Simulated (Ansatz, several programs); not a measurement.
A 10-atom cell of Ga2O3 from a published structure, relaxed with PBE in Ansatz (plane waves, PAW): space group C2/m (No. 12), monoclinic; conventional cell a = 12.452 Å, b = 3.084 Å, c = 5.877 Å, β = 103.7°, 10.96 Å³ an atom. Ga is surrounded by 4 O at 1.86–1.89 Å; Ga is surrounded by 6 O at 1.97–2.11 Å; O is surrounded by 3 Ga at 1.86–1.97 Å; O is surrounded by 4 Ga at 1.89–2.11 Å. The cell was then scaled with its shape and fractional coordinates held, which makes it stiffer than a relaxed compression. Computed at 0 K without zero-point motion; spin polarisation is off.

```
V (Å³/atom)  E (meV/atom)
     10.305         25.13
     10.634          5.97
     10.962          0.00
     11.620         19.92
```

(1) Pass a cubic E = c₀ + c₁u + c₂u² + c₃u³, with u = V − 10.880 Å³, through these points.

(2) Where is the minimum, and what bulk modulus follows?

(3) Predict the energy and the pressure at the withheld volume, 11.291 Å³.

Results:

(1) c₀ = 0.37, c₁ = -8.871, c₂ = 54.320, c₃ = -8.9539 (meV and Å³).

(2) dE/du = 0 at u = +0.083, so V₀ = 10.96 Å³. B = V₀ d²E/dV² = 10.96 × (2c₂ + 6c₃u) = 10.96 × 104.162 = 1142 meV/Å³, and 1 meV/Å³ is 0.16022 GPa: 183 GPa. A third-order Birch-Murnaghan fit to all five points gives 10.96 Å³ and 181 GPa.

(3) With u = +0.411: E ≈ 5.28 meV and P = −dE/dV ≈ -5.01 GPa. The run gives 5.21 meV and, from its stress, -4.98 GPa.
